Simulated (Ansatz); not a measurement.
# Ta: the cost of one run

Method: DFT PBE, scalar-relativistic, plane waves, PAW, in Ansatz 0.2.0.

3 further runs of the same task are left out: 1 that didn't finish, 2 set aside as unsound or not needed. Runs told in other sessions of the task aren't counted.

## 1. Starting point

It takes space group Fm-3m (No. 225, cubic). Conventional cell: a = 4.223 Å, b = 4.223 Å, c = 4.223 Å, α = 90.00°, β = 90.00°, γ = 90.00°. Ta (site symmetry m-3m) has 12 Ta at 2.99 Å in its first shell of neighbours.

As a file:

```cif
data_structure
_symmetry_space_group_name_H-M 'P 1'
_symmetry_Int_Tables_number 1
_cell_length_a 2.9861
_cell_length_b 2.9861
_cell_length_c 2.9861
_cell_angle_alpha 60.000
_cell_angle_beta 60.000
_cell_angle_gamma 60.000
_cell_volume 18.83
loop_
_atom_site_label
_atom_site_type_symbol
_atom_site_fract_x
_atom_site_fract_y
_atom_site_fract_z
_atom_site_occupancy
Ta1 Ta 0.00000 0.00000 0.00000 1
```

It is the result of an earlier relaxation at this level (volume 18.83 Å³/atom; gap on the mesh: none (metal)).

Its energy, with the smearing taken to zero, is -9932.0096 eV for the 1-atom cell on a 18×18×18 mesh; differences below count from it.

## 2. Cell: atoms packed at random at 1.25 times the crystal's volume

12 Ta were thrown into a skewed cell at random, at 1.25 times a reference volume of the solid, and pushed apart as soft spheres.

The cell holds 12 Ta: a = 6.541 Å, b = 6.383 Å, c = 6.896 Å, α = 95.53°, β = 87.63°, γ = 99.71°.

## 3. Relaxing on a coarse mesh

A cheap relaxation: coarse mesh, no symmetry, loose thresholds.

input.yaml reads:

```yaml
crystal:
  lattice:
    - [6.517524, -0.544094, 0.126599]
    - [-0.544094, 6.352402, -0.31538]
    - [0.126599, -0.31538, 6.887817]
  atoms:
    - { symbol: Ta, position: [0.087771642, 0.1766578403, 0.6323594367] }
    - { symbol: Ta, position: [0.2019754228, 0.3604617656, 0.0841964588] }
    - { symbol: Ta, position: [0.837771642, 0.4266578403, 0.3823594367] }
    - { symbol: Ta, position: [0.587771642, 0.6766578403, 0.1323594367] }
    - { symbol: Ta, position: [0.5198735324, 0.3935598029, 0.7332779477] }
    - { symbol: Ta, position: [0.337771642, 0.9266578403, 0.8823594367] }
    - { symbol: Ta, position: [0.4519754228, 0.1104617656, 0.3341964588] }
    - { symbol: Ta, position: [0.7698735324, 0.1435598029, 0.9832779477] }
    - { symbol: Ta, position: [0.7019754228, 0.8604617656, 0.5841964588] }
    - { symbol: Ta, position: [0.2698735324, 0.6435598029, 0.4832779477] }
    - { symbol: Ta, position: [0.9519754228, 0.6104617656, 0.8341964588] }
    - { symbol: Ta, position: [0.0198735324, 0.8935598029, 0.2332779477] }
  symmetry: { detect: false }
basis:
  ecutwfc: 420
kpoints:
  mp_grid: { grid: [2, 2, 2], shift: [0.5, 0.5, 0.5] }
hamiltonian:
  xc: pbe
scf:
  occupations: { method: gaussian, width: 0.1 }
  lower_state_search: "off"
output:
  forces: true
  stress: true
  eigenvalues: true
relax:
  adjacent_minimum: "off"
  f_tol: 0.04
  max_steps: 70
  cell: { stress_tol: 0.3 }
```

Started as:

```
$ ansatz run input.yaml --threads 2 --pin off --max-ram 5120MiB --backend cpu --events-out ev --progress --plain --runs-dir out
```

Q: Estimate wall time and peak memory on 2 threads of Intel Xeon at 2.50GHz (Skylake/Cascade Lake), shared host.

About 4.2 min, with a peak of 0.62 GiB.
